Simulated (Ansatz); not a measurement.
System: tetradymite Sb2Te3. Method: LDA (plane waves, PAW; Ansatz, a first-principles code).

Run with plane-wave cutoff 520 eV, 10×10×10 k mesh, Fermi–Dirac smearing 0.01 eV, scalar-relativistic PAW data made under PBE.

Cell (relaxed at this level):

```yaml
crystal:
  lattice:
    - [9.89725, -2.12502, -0.03711]
    - [9.89725, 2.12502, -0.03711]
    - [9.45469, 0.00000, 3.61684]
  atoms:
    - { symbol: Sb, position: [0.39920, 0.39920, 0.39920] }
    - { symbol: Sb, position: [0.60080, 0.60080, 0.60080] }
    - { symbol: Te, position: [0.00000, 0.00000, 0.00000] }
    - { symbol: Te, position: [0.20988, 0.20988, 0.20988] }
    - { symbol: Te, position: [0.79012, 0.79012, 0.79012] }
```

Q: What does this level give for the bulk modulus and pressure derivative B′ of the bulk modulus?

A: 
* **bulk modulus**: 43.8 GPa
* **pressure derivative B′ of the bulk modulus**: 8.6

The run finds no gap.

Measured, for comparison: bulk modulus 36.1 ± 0.9 GPa (temperature not stated, no zero-point or thermal correction; as tabulated in Sans et al. (2019), arXiv:1907.08317). Computed (rounded) less measured: bulk modulus +21 %.

Note: the gap of the solid is closed in this run; this level leaves the solid without a gap, although one is measured; the bulk modulus comes from volumes at which shape and atoms were relaxed.

Spin–orbit coupling is not included; it can open a gap where bands touch, and shift volumes and moduli.

Static lattice: no zero-point or thermal effects.
